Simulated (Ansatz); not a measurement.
Here is an Ansatz 0.2.0 calculation.

The input input.yaml:

```yaml
crystal:
  lattice:
    - [-1.62547, 1.62547, 2.4737]
    - [1.62547, -1.62547, 2.4737]
    - [1.62547, 1.62547, -2.4737]
  atoms:
    - { symbol: In, position: [0.0, 0.0, 0.0] }
hamiltonian:
  xc: pbesol
  pseudopotentials: { kind: paw }
kpoints:
  mp_grid: { grid: [11, 11, 11] }
scf:
  occupations: { method: fermi_dirac, width: 0.05 }
output:
  forces: true
  stress: true
  eigenvalues: true
```

Potentials or basis: Ansatz PAW.

Run with:

```console
$ ansatz run input.yaml --threads 2 --pin off --max-ram 5632MiB --backend cpu --events-out ev --progress --plain --runs-dir out
```

What does it give for the band gap on the k mesh?

None (metal or under the smearing width).

What does it give for the pressure?

-0.9 GPa.

Stress tensor (GPa, compression positive):
```
-0.78  0.00  0.00
 0.00 -0.78  0.00
 0.00  0.00 -1.21
```

Caveat: the PAW data sets come from PBE, with cores solved anew for the run's functional, which leaves a small shift of forces and pressure.
